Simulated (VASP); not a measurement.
# Dy (Im-3m) in VASP: reference runs

Reference runs on Dy: the cell as given and a disturbed copy.

Program: VASP 6.6.1. These are calculated values, not measurements. Logs are shortened: lines on timing, memory, paths and dates and some standing lists are left out, and cuts for length are marked.

## Step 1: Starting point

It takes space group Im-3m (No. 229, cubic). Conventional cell: a = 4.001 Å, b = 4.001 Å, c = 4.001 Å, α = 90.00°, β = 90.00°, γ = 90.00°. Around Dy (site symmetry m-3m) lie 8 Dy at 3.46 Å.

This isn't the form of Dy at room conditions, which is hcp.

## Step 2: Single point, PBE, collinear spin, ferromagnetic start

The input, INCAR:

```
SYSTEM = Dy
ALGO = Normal ; EDIFF = 1E-7
ENCUT = 520 ; GGA = PE
ISIF = 2 ; ISMEAR = -1
ISPIN = 2 ; LASPH = .TRUE.
LCHARG = .FALSE. ; LMAXMIX = 6
LORBIT = 11 ; LREAL = .FALSE.
LWAVE = .FALSE. ; MAGMOM = 5
NBANDS = 20 ; NELM = 120
PREC = Accurate ; SIGMA = 0.05
```

The input, KPOINTS:

```
k-points
0
G
  9 9 9
  0 0 0
```

The input, POSCAR:

```
Dy
1.0
   -2.0003821482      2.0003821482      2.0003821482
    2.0003821482     -2.0003821482      2.0003821482
    2.0003821482      2.0003821482     -2.0003821482
Dy
1
Direct
    0.0000000000      0.0000000000      0.0000000000
```

Potentials or basis: VASP PAW PBE potentials, release 64 (Dy).

Started as:

```sh
$ cat potpaw_PBE.64/Dy/POTCAR > POTCAR
$ mpirun -np 1 vasp_std > vasp.out
```

OUTCAR:

```text
SYSTEM = Dy
   EDIFF = 1E-7
   ENCUT = 520
   GGA = PE
   ISIF = 2
   ISMEAR = -1
   ISPIN = 2
   LASPH = .TRUE.
   LORBIT = 11
   LREAL = .FALSE.
   NELM = 120
   PREC = Accurate

 ion  position               nearest neighbor table
   1  0.000  0.000  0.000-

  LATTYP: Found a body centered cubic cell.
 ALAT       =     4.0007642964

  Lattice vectors:

 A1 = (  -2.0003821482,   2.0003821482,   2.0003821482)
 A2 = (   2.0003821482,  -2.0003821482,   2.0003821482)
 A3 = (   2.0003821482,   2.0003821482,  -2.0003821482)

Analysis of symmetry for initial positions (statically):
=====================================================================
 Subroutine PRICEL returns:
 Original cell was already a primitive cell.

 Routine SETGRP: Setting up the symmetry group for a
 body centered cubic supercell.

 Subroutine GETGRP returns: Found 48 space group operations
 (whereof 48 operations were pure point group operations)
 out of a pool of 48 trial point group operations.

The static configuration has the point symmetry O_h .

Analysis of symmetry for dynamics (positions and initial velocities):
=====================================================================
 Subroutine PRICEL returns:
 Original cell was already a primitive cell.

 Routine SETGRP: Setting up the symmetry group for a
 body centered cubic supercell.

 Subroutine GETGRP returns: Found 48 space group operations
 (whereof 48 operations were pure point group operations)
 out of a pool of 48 trial point group operations.

The dynamic configuration has the point symmetry O_h .

Analysis of structural, dynamic, and magnetic symmetry:
=====================================================================
 Subroutine PRICEL returns:
 Original cell was already a primitive cell.

 Routine SETGRP: Setting up the symmetry group for a
 body centered cubic supercell.

 Subroutine GETGRP returns: Found 48 space group operations
 (whereof 48 operations were pure point group operations)
 out of a pool of 48 trial point group operations.

The overall configuration has the point symmetry O_h .

 Subroutine INISYM returns: Found 48 space group operations
 (whereof 48 operations are pure point group operations),
 and found     1 'primitive' translations

----------------------------------------------------------------------------------------

                                     Primitive cell

  volume of cell :      32.0183

  direct lattice vectors                    reciprocal lattice vectors
    -2.000382148  2.000382148  2.000382148     0.000000000  0.249952241  0.249952241
     2.000382148 -2.000382148  2.000382148     0.249952241  0.000000000  0.249952241
     2.000382148  2.000382148 -2.000382148     0.249952241  0.249952241  0.000000000

  length of vectors
     3.464763515  3.464763515  3.464763515     0.353485849  0.353485849  0.353485849

  position of ions in fractional coordinates (direct lattice)
     0.000000000  0.000000000  0.000000000

  ion indices of the primitive-cell ions
   primitive index   ion index
                 1           1

----------------------------------------------------------------------------------------

 KPOINTS: k-points

Automatic generation of k-mesh.
 Grid dimensions read from file:
 generate k-points for:    9    9    9

 Generating k-lattice:

  Cartesian coordinates                     Fractional coordinates (reciprocal lattice)
     0.000000000  0.027772471  0.027772471     0.111111111  0.000000000  0.000000000
     0.027772471  0.000000000  0.027772471     0.000000000  0.111111111  0.000000000
     0.027772471  0.027772471  0.000000000     0.000000000  0.000000000  0.111111111

  Length of vectors
     0.039276205  0.039276205  0.039276205

  Shift w.r.t. Gamma in fractional coordinates (k-lattice)
     0.000000000  0.000000000  0.000000000

 Subroutine IBZKPT returns following result:
 ===========================================

 Found     35 irreducible k-points:

 Following reciprocal coordinates:
            Coordinates               Weight
  0.000000  0.000000  0.000000      1.000000
  0.111111  0.000000  0.000000     12.000000
  0.222222  0.000000  0.000000     12.000000
  0.333333  0.000000  0.000000     12.000000
  0.444444  0.000000  0.000000     12.000000
  0.111111  0.111111  0.000000     24.000000
[... 16 lines left out ...]
 -0.333333  0.444444  0.111111     48.000000
 -0.444444 -0.444444  0.111111     24.000000
 [... further k-points ...]
   k-points           NKPTS =     35   k-points in BZ     NKDIM =     35   number of bands    NBANDS=     20
   number of dos      NEDOS =    301   number of ions     NIONS =      1
   total plane-waves  NPLWV =  21952
   dimension x,y,z NGX =    28 NGY =   28 NGZ =   28
   dimension x,y,z NGXF=    56 NGYF=   56 NGZF=   56
   ions per type =               1
   NGX,Y,Z   is equivalent  to a cutoff of  13.43, 13.43, 13.43 a.u.
   NGXF,Y,Z  is equivalent  to a cutoff of  26.87, 26.87, 26.87 a.u.
 SYSTEM =  Dy
   PREC   = accura    normal or accurate (medium, high low for compatibility)
   ISTART =      0    job   : 0-new  1-cont  2-samecut
   ICHARG =      2    charge: 1-file 2-atom 10-const
   ISPIN  =      2    spin polarized calculation?
   LNONCOLLINEAR =      F non collinear calculations
   LSORBIT =      F    spin-orbit coupling
   LASPH  =      T    aspherical Exc in radial PAW
   ENCUT  =  520.0 eV  38.22 Ry    6.18 a.u.   6.44  6.44  6.44*2*pi/ulx,y,z
   NELM   =    120;   NELMIN=  2; NELMDL= -5     # of ELM steps
   EDIFF  = 0.1E-06   stopping-criterion for ELM
   LREAL  =      F    real-space projection
   EDIFFG = 0.1E-05   stopping-criterion for IOM
   NSW    =      0    number of steps for IOM
   IBRION =     -1    ionic relax: 0-MD 1-quasi-New 2-CG
   NFREE  =      0    steps in history (QN), initial steepest desc. (CG)
   ISIF   =      2    stress and relaxation
   ISYM   =      2    0-nonsym 1-usesym 2-fastsym
   POTIM  = 0.5000    time-step for ionic-motion
   TEBEG  =    0.0;   TEEND  =   0.0 temperature during run
   PSTRESS=    0.0 pullay stress
   NELECT =      20.0000    total number of electrons
   NUPDOWN=      -1.0000    fix difference up-down
   EMIN   =  10.00;   EMAX   =-10.00  energy-range for DOS
   EFERMI =   0.00;   METHOD = LEGACY
   ISMEAR =    -1;   SIGMA  =   0.05  broadening in eV -4-tet -1-fermi 0-gaus
   EFERMI_NEDOS =   21; number of points for ismear=-14 and -15
   IALGO  =     38    algorithm
   IMIX   =      4    mixing-type and parameters
     AMIX     =   0.40;   BMIX     =  1.00
     AMIX_MAG =   1.60;   BMIX_MAG =  1.00
  volume/ion in A,a.u.               =      32.02       216.07
  Fermi-wavevector in a.u.,A,eV,Ry     =   1.399432  2.644543 26.645792  1.958410
  Thomas-Fermi vector in A             =   2.522492
   LORBIT       =     11    0 simple, 1 ext, 2 COOP (PROOUT), +10 PAW based schemes
   GGA     = PE    functional components
   LHFCALC =     F    Hartree Fock is set to
   AEXX    =    0.0000 exact exchange contribution
   IVDW    =     0    specifies the selected vdW correction
   LEPSILON=     F    determine dielectric tensor
   LRPA    =     F    only Hartree local field effects (RPA)
 spin polarized calculation
  energy-cutoff  :      520.00
  volume of cell :       32.02
 maximum number of plane-waves:       887
 NGX is ok and might be reduce to    28
   NGX = 13   NGY = 13   NGZ = 13

 number of electron      20.0000005 magnetization       4.4681521

 Free energy of the ion-electron system (eV)
  ---------------------------------------------------
  ext. energy  EPLUGINS =         0.00000000
  ---------------------------------------------------
  free energy    TOTEN  =        -7.93907220 eV

  energy without entropy =       -7.90065061  energy(sigma->0) =       -7.91986141

 E-fermi :   2.8704     XC(G=0): -10.0656

 val. band max:        2.8617214784   @ k =  -0.4444  -0.4444   0.3333
 cond. band min:       2.8828820516   @ k =   0.2222   0.2222   0.2222
 fundamental gap:      0.0211605732
 Fermi energy:         2.8704296406

 spin component 1

 k-point     1 :       0.0000    0.0000    0.0000
  band No.  band energies     occupation
      1     -44.1627      1.00000
      2     -19.6999      1.00000
      3     -19.6999      1.00000
      4     -19.6999      1.00000
      5      -2.2540      1.00000
      6      -0.4288      1.00000
[... 12 lines left out ...]
     19      13.8829      0.00000
     20      13.8829      0.00000

 k-point     2 :       0.1111    0.0000    0.0000
  band No.  band energies     occupation
      1     -44.1559      1.00000
      2     -19.7840      1.00000
      3     -19.7259      1.00000
      4     -19.7004      1.00000
      5      -1.9002      1.00000
      6      -0.4399      1.00000
[... 12 lines left out ...]
     19      14.5283      0.00000
     20      14.8325      0.00000
[... 465 lines left out ...]
      3     -19.9844      1.00000
      4     -19.8078      1.00000
      5      -0.5107      1.00000
      6      -0.4986      1.00000
[... 12 lines left out ...]
     19      14.5025      0.00000
     20      15.1836      0.00000

 k-point    24 :      -0.4444   -0.4444    0.1111
  band No.  band energies     occupation
      1     -44.0938      1.00000
      2     -20.3044      1.00000
      3     -20.0193      1.00000
      4     -19.8074      1.00000
      5      -0.5123      1.00000
      6      -0.5083      1.00000
[... 12 lines left out ...]
     19      13.5084      0.00000
     20      14.7141      0.00000

 [... further k-points ...]

 spin component 2

 k-point     1 :       0.0000    0.0000    0.0000
  band No.  band energies     occupation
      1     -42.1556      1.00000
      2     -18.2451      1.00000
      3     -18.2451      1.00000
      4     -18.2451      1.00000
      5      -2.1353      1.00000
      6       2.5919      0.99621
[... 12 lines left out ...]
     19      13.9061      0.00000
     20      13.9061      0.00000

 k-point     2 :       0.1111    0.0000    0.0000
  band No.  band energies     occupation
      1     -42.1475      1.00000
      2     -18.3444      1.00000
      3     -18.2749      1.00000
      4     -18.2458      1.00000
      5      -1.7682      1.00000
      6       2.5837      0.99678
[... 12 lines left out ...]
     19      14.5688      0.00000
     20      14.9716      0.00000
[... 465 lines left out ...]
      3     -18.5733      1.00000
      4     -18.3697      1.00000
      5       1.4559      1.00000
      6       2.4764      0.99962
[... 12 lines left out ...]
     19      14.9589      0.00000
     20      15.6307      0.00000

 k-point    24 :      -0.4444   -0.4444    0.1111
  band No.  band energies     occupation
      1     -42.0740      1.00000
      2     -18.9476      1.00000
      3     -18.6135      1.00000
      4     -18.3693      1.00000
      5       1.7090      1.00000
      6       2.6596      0.98545
[... 12 lines left out ...]
     19      14.0254      0.00000
     20      15.0667      0.00000

 [... further k-points ...]

------------------------ aborting loop because EDIFF is reached ----------------------------------------

 total charge

# of ion       s       p       d       f       tot
--------------------------------------------------
    1        2.164   5.816   0.475   9.340  17.794

 magnetization (x)

# of ion       s       p       d       f       tot
--------------------------------------------------
    1        0.008  -0.063   0.007   4.487   4.438

  FORCE on cell =-STRESS in cart. coord.  units (eV):
  Direction    XX          YY          ZZ          XY          YZ          ZX
  --------------------------------------------------------------------------------------
  -------------------------------------------------------------------------------------
  Total        0.3229334      0.3229334      0.3229334      0.0000000      0.0000000     -0.0000000
  in kB       16.1593802     16.1593802     16.1593802      0.0000000      0.0000000     -0.0000000
  external PRESSURE =      16.1593802 kB  Pullay stress =       0.0000000 kB

 VOLUME and BASIS-vectors are now :
 -----------------------------------------------------------------------------
  energy-cutoff  :      520.00
  volume of cell :       32.02
      direct lattice vectors                 reciprocal lattice vectors
    -2.000382148  2.000382148  2.000382148     0.000000000  0.249952241  0.249952241
     2.000382148 -2.000382148  2.000382148     0.249952241  0.000000000  0.249952241
     2.000382148  2.000382148 -2.000382148     0.249952241  0.249952241  0.000000000

  length of vectors
     3.464763515  3.464763515  3.464763515     0.353485849  0.353485849  0.353485849

 FORCES acting on ions
    electron-ion (+dipol)            ewald-force                    non-local-force                 convergence-correction
 -----------------------------------------------------------------------------------------------
   -.938E-14 -.223E-13 0.164E-13   -.364E-14 -.795E-14 -.145E-14   0.496E-23 -.331E-23 0.496E-23   0.594E-13 0.410E-13 0.110E-12
 -----------------------------------------------------------------------------------------------
   -.938E-14 -.223E-13 0.164E-13   -.364E-14 -.795E-14 -.145E-14   0.496E-23 -.331E-23 0.496E-23   0.594E-13 0.410E-13 0.110E-12

 POSITION                                       TOTAL-FORCE (eV/Angst)
 -----------------------------------------------------------------------------------
      0.00000      0.00000      0.00000         0.000000      0.000000      0.000000
 -----------------------------------------------------------------------------------
    total drift:                                0.000000      0.000000      0.000000

--------------------------------------------------------------------------------------------------------

  FREE ENERGIE OF THE ION-ELECTRON SYSTEM (eV)
  ---------------------------------------------------
  free  energy   TOTEN  =        -7.9390722047 eV

  energy  without entropy=       -7.9006506107  energy(sigma->0) =       -7.91986141

--------------------------------------------------------------------------------------------------------

--------------------------------------------------------------------------------------------------------

 total charge

# of ion       s       p       d       f       tot
--------------------------------------------------
    1        2.164   5.816   0.475   9.340  17.794

 magnetization (x)

# of ion       s       p       d       f       tot
--------------------------------------------------
    1        0.008  -0.063   0.007   4.487   4.438

=======================================================================
```

It took 4.2 min on 1 thread of AMD EPYC 7R43 (Zen 3), shared host; peak memory 0.16 GiB.

What came out:

| Property | Result |
| --- | --- |
| Free energy | -7.9391 eV |
| Pressure | 1.6 GPa |
| Band gap on the k mesh | none (metal or under the smearing width) |
| Net moment | 4.47 μB per cell |
| Site moments | Dy +4.44 μB |
| Valence electrons inside the program's atomic spheres | Dy 17.79 |

Levels at points of the mesh, in eV from the Fermi level:
Spin up:
| k point | band 10 | band 11 | band 12 | band 13 | band 14 | band 15 |
| --- | --- | --- | --- | --- | --- | --- |
| (0.00, 0.00, 0.00) | -2.67 | -2.67 | -2.67 | 2.04 | 2.04 | 2.04 |
Spin down:
| k point | band 5 | band 6 | band 7 | band 8 | band 9 | band 10 | band 11 | band 12 |
| --- | --- | --- | --- | --- | --- | --- | --- | --- |
| (0.00, 0.00, 0.00) | -5.01 | -0.28 | -0.28 | -0.28 | 0.92 | 0.92 | 0.92 | 1.41 |

Caveat: the magnetic or orbital state may not be the lowest; spin-orbit coupling is left out, which moves the levels of the heavy elements.

## Step 3: Single point, PBE, collinear spin, ferromagnetic start (cell strained at random at fixed volume)

The input, INCAR:

```
SYSTEM = Dy
PREC = Accurate
ENCUT = 520
EDIFF = 1E-7
ISMEAR = -1
SIGMA = 0.05
LREAL = .FALSE.
LASPH = .TRUE.
NELM = 150
ALGO = Normal
ISIF = 2
LWAVE = .FALSE.
LCHARG = .TRUE.
ISPIN = 2
MAGMOM = 5
LORBIT = 11
LMAXMIX = 6
GGA = PE
LELF = .TRUE.
LVHAR = .TRUE.
NBANDS = 20
```

The input, KPOINTS:

```
regular mesh
0
G
  9 9 9
  0 0 0
```

The input, POSCAR:

```
Dy
1.0
   -1.9703590000      2.0547710000      1.9450630000
    2.0592700000     -2.0273130000      2.0065160000
    1.9413850000      1.9983380000     -1.9176050000
Dy
1
Direct
   -0.0068140000     -0.0010850000     -0.0133650000
```

Potentials or basis: VASP PAW PBE potentials, release 64 (Dy).

Started as:

```sh
$ cat potpaw_PBE.64/Dy/POTCAR > POTCAR
$ mpirun -np 1 vasp_std > vasp.out
```

It took 26 min on 1 thread of Intel Xeon Platinum 8259CL at 2.50GHz (Skylake/Cascade Lake), shared host; peak memory 0.5 GiB.

It converged, with:

```
Free energy                                           : -7.9322 eV
Pressure                                              : 1.6 GPa
Band gap on the k mesh                                : none (metal or under the smearing width)
Net moment                                            : 4.49 μB per cell
Site moments                                          : Dy +4.45 μB
Valence electrons inside the program's atomic spheres : Dy 17.79
```

Stress tensor (GPa, compression positive):
```
 1.57  0.48 -1.19
 0.48  1.43 -0.47
-1.19 -0.47  1.83
```

Levels at points of the mesh, in eV from the Fermi level:
Spin up:
| k point | band 10 | band 11 | band 12 | band 13 | band 14 | band 15 |
| --- | --- | --- | --- | --- | --- | --- |
| (0.00, 0.00, 0.00) | -2.68 | -2.67 | -2.67 | 1.72 | 2.15 | 2.25 |
Spin down:
```csv
k point,band 4,band 5,band 6,band 7,band 8,band 9,band 10,band 11,band 12,band 13
"(0.00, 0.00, 0.00)",-21.07,-4.97,-0.28,-0.28,-0.27,0.91,0.92,0.94,1.41,2.13
```

Caveat: the magnetic or orbital state may not be the lowest; spin-orbit coupling is left out, which moves the levels of the heavy elements. The state reached can hang on the start; a lower one may exist.
